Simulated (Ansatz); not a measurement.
## BAs under changes of volume

One of the cells (13.626 Å³/atom); the others are scaled copies at fixed shape and fractional positions:

```
As B
1.0
     0.00000    2.38850    2.38850
     2.38850    0.00000    2.38850
     2.38850    2.38850    0.00000
As B
1 1
Direct
  0.75000 0.75000 0.75000
  0.00000 0.00000 0.00000
```

```yaml
Program: Ansatz 0.2.0
Functional: r2SCANh
Potentials_or_basis: Ansatz PAW
Cutoff: "500 eV (not typed: the program's choice for these potentials)"
k_mesh: 5 × 5 × 5
Occupations: fermi-dirac, width 0.05 eV
Spin: no spin polarisation
```

```tsv
volume (Å³/atom)	energy over the lowest point (meV/atom)	pressure (GPa)	gap on the mesh (eV)
12.809	?	?	?
13.081	10.06	6.3	1.82
13.354	2.32	2.9	1.84
13.626	0.00	-0.1	1.86
13.899	2.63	-2.9	1.88
14.171	9.69	-5.4	1.90
14.444	20.78	-7.6	1.91
```

What does the run at 12.809 Å³/atom give?

Energy over the lowest point 23.84 meV/atom; pressure 10.0 GPa; gap on the mesh 1.80 eV.

Worked out: A Birch-Murnaghan fit of order 3 (a polynomial in V^(-2/3)) to the other rows has its minimum at 13.61 Å³/atom with B0 = V·E''(V) = 145 GPa and B' = 4.0. It gives 23.80 meV/atom at 12.809 Å³/atom, against the run's 23.84, and -dE/dV = 10.0 GPa, against 10.0. A straight line through the other rows of the gap, of slope 0.938 eV per unit of ln V, extrapolates to 1.80 eV, against the run's 1.80.

Energies are extrapolated to zero smearing.

Caveats: all runs use coarse meshes; odd divisions of the mesh miss points on the zone boundary, where band edges often lie, so the gap on the mesh can be too wide; the PAW data sets come from PBE, with cores solved anew for the run's functional, which leaves a small shift of forces and pressure; the thresholds are loose for stress.

A mesh can miss the band edges. Spin-orbit coupling on As is left out.
